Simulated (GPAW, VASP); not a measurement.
This is a calculation of MgB2 for GPAW 26.7.0 (ASE script). 

Contents of run.py:

```python
from ase.dft.bandgap import bandgap
from ase.io import read, write
from ase.units import GPa
from gpaw import GPAW, PW

atoms = read('POSCAR')

calc = GPAW(mode=PW(800),
            xc='PBE',
            kpts={'size': (10, 10, 8), 'gamma': True},
            occupations={'name': 'methfessel-paxton', 'order': 0, 'width': 0.1},
            nbands=17,
            convergence={'density': 1e-05, 'energy': 1e-05},
            maxiter=150,
            txt='gpaw.txt')
atoms.calc = calc
energy = atoms.get_potential_energy()
forces = atoms.get_forces()
stress = atoms.get_stress()
calc.write('gs.gpw')
write('result.traj', atoms)
print(f'Energy: {energy:.6f} eV')
print('Forces (eV/A):')
print(forces.round(4))
print('Stress (GPa):', (stress / GPa).round(3))
print('Fermi level:', round(calc.get_fermi_level(), 4), 'eV')
print(f'Gap: {bandgap(calc)[0]:.4f} eV, direct: {bandgap(calc, direct=True)[0]:.4f} eV')
```

Contents of POSCAR:

```
MgB2
1.0
    3.0850000000      0.0000000000      0.0000000000
   -1.5425000000      2.6716883707      0.0000000000
    0.0000000000      0.0000000000      3.5230000000
Mg B
1 2
Direct
    0.0000000000      0.0000000000      0.0000000000
    0.6666666667      0.3333333333      0.5000000000
    0.3333333333      0.6666666667      0.5000000000
```

Potentials or basis: GPAW PAW data sets (gpaw-data 1.2.1), pw.

The run is started by

```bash
$ OMP_NUM_THREADS=1 python run.py
```

Translate it to VASP 6.6.1. Potentials or basis there: PBE PAW files B, Mg, 500 eV.

As run (cutoffs and basis follow the program's own potentials, and thresholds, step limits or extra output files can differ):

INCAR

```
PREC = Accurate ; ENCUT = 500
EDIFF = 1E-7 ; ISMEAR = 0
SIGMA = 0.1 ; LREAL = False
LASPH = True ; NELM = 60
ALGO = Normal ; ISIF = 2
LWAVE = False ; LCHARG = False
GGA = PE ; NBANDS = 11
```

Contents of KPOINTS:

```
regular mesh
0
Gamma
  10 10 8
```

File POSCAR:

```
MgB2
1.0
    3.0850000000      0.0000000000      0.0000000000
   -1.5425000000      2.6716883707      0.0000000000
    0.0000000000      0.0000000000      3.5230000000
Mg B
1 2
Direct
    0.0000000000      0.0000000000      0.0000000000
    0.6666666667      0.3333333333      0.5000000000
    0.3333333333      0.6666666667      0.5000000000
```

Potentials or basis: VASP PAW PBE potentials, release 64 (Mg, B).

Run with:

```bash
$ cat potpaw_PBE.64/Mg/POTCAR potpaw_PBE.64/B/POTCAR > POTCAR
$ mpirun -np 1 vasp_std > vasp.out
```

Both were run:

|  | GPAW | VASP |
| --- | --- | --- |
| Pressure | -1.2 GPa | -1.1 GPa |

The potentials hold 16 and 8 valence electrons a cell.

Pressure is positive in compression.
